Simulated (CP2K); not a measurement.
**WS2 (Tungstenite): single point with PBEsol**

The system is WS2 (Tungstenite).

```
W S
1.0
     3.18000    0.00000    0.00000
    -1.59000    2.75396    0.00000
     0.00000    0.00000   12.50000
W S
2 4
Direct
  0.66667 0.33333 0.75000
  0.33333 0.66667 0.25000
  0.66667 0.33333 0.37500
  0.33333 0.66667 0.87500
  0.66667 0.33333 0.12500
  0.33333 0.66667 0.62500
```

```
Program             : CP2K 2026.2
Task                : single point
Functional          : PBEsol
Potentials or basis : POTENTIAL_UZH W GTH-PBE-q14, S GTH-PBE-q6; DZVP-MOLOPT-PBE-GTH basis
Density cutoff      : 6123 eV
k mesh              : 10 × 10 × 3
Occupations         : fermi-dirac, width 0.05 eV
Spin                : no spin polarisation
```

| Quantity | Value |
| --- | --- |
| Pressure | -1.9 GPa |
| Largest force | 0.031 eV/Å |
| Band gap on the k mesh | 1.08 eV, indirect (least direct gap 2.11 eV) |
| Mulliken charges | W -0.23; S +0.11 e |
| Hirshfeld charges | W +0.12; S -0.06 e |

Forces in eV/Å, atoms in the order of the input:
```
W    0.000  0.000  0.000
W    0.000  0.000  0.000
S    0.000  0.000 -0.031
S    0.000  0.000 -0.031
S    0.000  0.000  0.031
S    0.000  0.000  0.031
```

Stress tensor (GPa, compression positive):
```
-2.81  0.00  0.00
 0.00 -2.81  0.00
 0.00  0.00 -0.16
```

Levels at points of the mesh, in eV from the valence-band top:
| k point | band 23 | band 24 | band 25 | band 26 | band 27 | band 28 | band 29 | band 30 |
| --- | --- | --- | --- | --- | --- | --- | --- | --- |
| (0.00, 0.00, 0.00) | -2.31 | -1.60 | -1.13 | 0.00 | 2.23 | 2.23 | 2.23 | 2.23 |
| (0.00, 0.50, 0.00) | -2.06 | -1.90 | -1.72 | -1.55 | 2.22 | 2.26 | 2.58 | 2.80 |

It took 91 s on 1 thread of Intel(R) Xeon(R) Platinum 8259CL CPU @ 2.50GHz (Skylake/Cascade Lake) (shared host), peak memory 0.51 GiB.

Caveat: Mulliken charges move with the basis; the potentials were made for another functional, which shifts forces and pressure; spin-orbit coupling is left out, which moves the levels of the heavy elements; an odd mesh through Γ misses points on the zone boundary, where band edges often lie; this functional lacks dispersion, which binds the layers, so the pressure and a relaxed spacing across them are unreliable; the basis of atomic orbitals isn't converged, which shifts pressures, moduli and gaps.
